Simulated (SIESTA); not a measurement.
Rh:

```
Rh
1.0
     0.00000    1.89785    1.89785
     1.89785    0.00000    1.89785
     1.89785    1.89785    0.00000
Rh
1
Direct
  0.00000 0.00000 0.00000
```

- Program: SIESTA 5.4.2
- Task: relaxation of cell and atoms
- Functional: SOGGA
- Potentials or basis: SG15 1.2 NC or PseudoDojo by element (PBE files)
- Basis: DZP (energy shift 0.01 Ry)
- Grid cutoff: 800 Ry
- Energy shift: 0.01 Ry
- k mesh: 12 × 12 × 12
- Occupations: fermi-dirac, width 0.05 eV
- Spin: no spin polarisation

At the start: pressure -14.0 GPa; volume 13.67 Å³/atom.

How do energy, volume and symmetry change on relaxing?

Over 3 steps the energy falls by 26.0 meV/atom and the volume is 13.11 Å³/atom (-4.1 %); space group Fm-3m (No. 225, to 0.05 Å).

The path:
| step | energy change (eV) | largest force (eV/Å) | pressure (GPa) | volume (Å³) |
| --- | --- | --- | --- | --- |
| 1 | 0.0000 | 0.0000 | -13.98 | 13.67 |
| 2 | -0.0249 | 0.0000 | 3.21 | 12.99 |
| 3 | -0.0260 | 0.0000 | 0.18 | 13.11 |

Final structure:
```
Rh
1.0
     0.00001    1.87149    1.87149
     1.87149    0.00001    1.87149
     1.87149    1.87149    0.00001
Rh
1
Direct
  0.00000 0.00000 0.00000
```

Caveat: semicore shells carry a single zeta, which can move pressures by several GPa and volumes by a few percent; the potentials were made for another functional, which shifts forces and pressure; the basis of atomic orbitals isn't converged, which shifts pressures, moduli and gaps.
